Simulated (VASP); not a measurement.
# C (P6_3/mmc) in VASP: further runs, part 2 of 2

VASP 6.6.1. The steps go on from the part before.

**4. Single point, r2SCAN+rVV10**

Contents of INCAR:

```
  PREC = Accurate
  ENCUT = 520
  EDIFF = 1E-6
  ISMEAR = -1
  SIGMA = 0.05
  LREAL = False
  LASPH = True
  NELM = 100
  ALGO = Normal
  ISIF = 2
  LWAVE = False
  LCHARG = False
  METAGGA = R2SCAN
  LMIXTAU = True
  LUSE_VDW = True
  IVDW_NL = 2
  BPARAM = 11.95
  CPARAM = 0.0093
  NBANDS = 16
```

Contents of KPOINTS:

```
regular mesh
0
Gamma
  16 16 4
```

Contents of POSCAR:

```
C
1.0
    2.4610000000      0.0000000000      0.0000000000
   -1.2305000000      2.1312885187      0.0000000000
    0.0000000000      0.0000000000      6.4396800000
C
4
Direct
    0.0000000000      0.0000000000      0.2500000000
    0.3333333333      0.6666666667      0.2500000000
    0.0000000000      0.0000000000      0.7500000000
    0.6666666667      0.3333333333      0.7500000000
```

Potentials or basis: VASP PAW PBE potentials, release 64 (C).

Run with:

```sh
cat potpaw_PBE.64/C/POTCAR > POTCAR
mpirun -np 1 vasp_std > vasp.out
```

OUTCAR:

```text
PREC = Accurate
   ENCUT = 520
   EDIFF = 1E-6
   ISMEAR = -1
   LREAL = False
   LASPH = True
   NELM = 100
   ISIF = 2
   METAGGA = R2SCAN
   IVDW_NL = 2
   BPARAM = 11.95

 ion  position               nearest neighbor table
   1  0.000  0.000  0.250-   2 1.42   2 1.42   2 1.42
   2  0.333  0.667  0.250-   1 1.42   1 1.42   1 1.42
   3  0.000  0.000  0.750-   4 1.42   4 1.42   4 1.42
   4  0.667  0.333  0.750-   3 1.42   3 1.42   3 1.42

  LATTYP: Found a hexagonal cell.
 ALAT       =     2.4610000000
 C/A-ratio  =     2.6166924015

  Lattice vectors:

 A1 = (   2.4610000000,   0.0000000000,   0.0000000000)
 A2 = (  -1.2305000000,   2.1312885187,   0.0000000000)
 A3 = (   0.0000000000,   0.0000000000,   6.4396800000)

Analysis of symmetry for initial positions (statically):
=====================================================================
 Subroutine PRICEL returns:
 Original cell was already a primitive cell.

 Routine SETGRP: Setting up the symmetry group for a
 hexagonal supercell.

 Subroutine GETGRP returns: Found 24 space group operations
 (whereof 12 operations were pure point group operations)
 out of a pool of 24 trial point group operations.

The static configuration has the point symmetry D_3d.
 The point group associated with its full space group is D_6h.

Analysis of symmetry for dynamics (positions and initial velocities):
=====================================================================
 Subroutine PRICEL returns:
 Original cell was already a primitive cell.

 Routine SETGRP: Setting up the symmetry group for a
 hexagonal supercell.

 Subroutine GETGRP returns: Found 24 space group operations
 (whereof 12 operations were pure point group operations)
 out of a pool of 24 trial point group operations.

The dynamic configuration has the point symmetry D_3d.
 The point group associated with its full space group is D_6h.

 Subroutine INISYM returns: Found 24 space group operations
[... 123 lines left out ...]
  Fermi-wavevector in a.u.,A,eV,Ry     =   1.276171  2.411613 22.158608  1.628612
  Thomas-Fermi vector in A             =   2.408842
   LORBIT       =      0    0 simple, 1 ext, 2 COOP (PROOUT), +10 PAW based schemes
   METAGGA = R2SCAN    functional components
   LHFCALC =     F    Hartree Fock is set to
   AEXX    =    0.0000 exact exchange contribution
   IVDW_NL    =     2    kernel type
   BPARAM     =11.9500
   IVDW    =     0    specifies the selected vdW correction
   LEPSILON=     F    determine dielectric tensor
   LRPA    =     F    only Hartree local field effects (RPA)
 non-spin polarized calculation
  energy-cutoff  :      520.00
  volume of cell :       33.78
 maximum number of plane-waves:       926
   NGX =  9   NGY =  9   NGZ = 23

 number of electron      15.9999994 magnetization

 Free energy of the ion-electron system (eV)
  ---------------------------------------------------
  ext. energy  EPLUGINS =         0.00000000
  ---------------------------------------------------
  free energy    TOTEN  =       -39.42427623 eV

  energy without entropy =      -39.42418480  energy(sigma->0) =      -39.42423052

 E-fermi :   5.0648     XC(G=0): -11.4905

 val. band max:        4.8387100028   @ k =   0.3125   0.3125   0.0000
 cond. band min:       5.2924072204   @ k =   0.3125   0.3125   0.0000
 fundamental gap:      0.4536972176
 Fermi energy:         5.0647901626

 k-point     1 :       0.0000    0.0000    0.0000
  band No.  band energies     occupation
      1     -15.9531      2.00000
      2     -15.5423      2.00000
      3      -4.1931      2.00000
      4      -1.6914      2.00000
      5       1.8253      2.00000
      6       1.8253      2.00000
[... 433 lines left out ...]
      3      -5.4228      2.00000
      4      -5.2823      2.00000
      5      -3.3505      2.00000
      6      -3.2482      2.00000
[... 8 lines left out ...]
     15      18.3462      0.00000
     16      19.0721      0.00000

 [... further k-points ...]

------------------------ aborting loop because EDIFF is reached ----------------------------------------

  FORCE on cell =-STRESS in cart. coord.  units (eV):
  Direction    XX          YY          ZZ          XY          YZ          ZX
  --------------------------------------------------------------------------------------
  -------------------------------------------------------------------------------------
  Total       -0.4533501     -0.4533501      0.3824361      0.0000000      0.0000000      0.0000000
  in kB      -21.5043400    -21.5043400     18.1405851      0.0000000      0.0000000      0.0000000
  external PRESSURE =      -8.2893650 kB  Pullay stress =       0.0000000 kB

 VOLUME and BASIS-vectors are now :
 -----------------------------------------------------------------------------
  energy-cutoff  :      520.00
  volume of cell :       33.78
      direct lattice vectors                 reciprocal lattice vectors
     2.461000000  0.000000000  0.000000000     0.406338887  0.234599866  0.000000000
    -1.230500000  2.131288519  0.000000000     0.000000000  0.469199731  0.000000000
     0.000000000  0.000000000  6.439680000     0.000000000  0.000000000  0.155287219

 POSITION                                       TOTAL-FORCE (eV/Angst)
 -----------------------------------------------------------------------------------
      0.00000      0.00000      1.60992         0.000000      0.000000     -0.000000
     -0.00000      1.42086      1.60992        -0.000000      0.000000      0.000000
      0.00000      0.00000      4.82976         0.000000     -0.000000      0.000000
      1.23050      0.71043      4.82976         0.000000     -0.000000     -0.000000
 -----------------------------------------------------------------------------------
    total drift:                                0.000000     -0.000000      0.000000

  FREE ENERGIE OF THE ION-ELECTRON SYSTEM (eV)
  ---------------------------------------------------
  free  energy   TOTEN  =       -39.4242762332 eV

  energy  without entropy=      -39.4241847987  energy(sigma->0) =      -39.42423052
```

OSZICAR:

```text
N       E                     dE             d eps       ncg     rms          rms(c)
DAV:   1     0.293003045246E+02    0.29300E+02   -0.82157E+03  2880   0.956E+02
DAV:   2    -0.424176589432E+02   -0.71718E+02   -0.65358E+02  4088   0.194E+02
DAV:   3    -0.450697817727E+02   -0.26521E+01   -0.26375E+01  3712   0.345E+01
[... 18 lines left out ...]
DAV:  22    -0.394242684276E+02    0.73817E-05   -0.50904E-05  3400   0.571E-02    0.709E-02
DAV:  23    -0.394242726645E+02   -0.42369E-05   -0.13512E-05  3656   0.298E-02    0.213E-02
DAV:  24    -0.394242741077E+02   -0.14432E-05   -0.26729E-06  3384   0.138E-02    0.490E-03
DAV:  25    -0.394242752908E+02   -0.11831E-05   -0.38609E-07  2672   0.630E-03    0.327E-03
DAV:  26    -0.394242763043E+02   -0.10136E-05   -0.45657E-07  2272   0.740E-03    0.431E-03
DAV:  27    -0.394242762332E+02    0.71113E-07   -0.12124E-07  1616   0.327E-03
   1 F= -.39424276E+02 E0= -.39424231E+02  d E =-.914345E-04
```

Run time: 5.2 min. Hardware: 1 thread of Intel Xeon Platinum 8259CL at 2.50GHz (Skylake/Cascade Lake), shared host; peak memory 0.24 GiB.

Results:

```
Free energy            : -39.4243 eV
Pressure               : -0.8 GPa
Band gap on the k mesh : 0.45 eV, direct
```

Caveat: the PAW data sets were made with another functional, which shifts forces and pressure a little.

**5. The runs side by side**

| level | gap on the mesh (eV) | pressure (GPa) |
| --- | --- | --- |
| SCAN+rVV10 | 0.45 | -2.4 |
| r2SCAN | 0.46 | -0.1 |
| r2SCAN+rVV10 | 0.45 | -0.8 |

Alike in all rows: task single point; potentials or basis VASP PAW PBE potentials, release 64 (C); no spin polarisation; cell as given; k mesh 16 × 16 × 4; cutoff (eV) 520; smearing fermi-dirac 0.05 eV.

On the cell as given the gap runs from 0.45 eV (SCAN+rVV10) to 0.46 eV (r2SCAN). The pressure there spans -2.4 GPa (SCAN+rVV10) to -0.1 GPa (r2SCAN); a positive pressure means that this level wants a larger cell, a negative one a smaller.

Caveats: the PAW data sets were made with another functional, which shifts forces and pressure a little.

Total energies depend on the potentials used, so only differences within one code and one set of settings carry meaning.
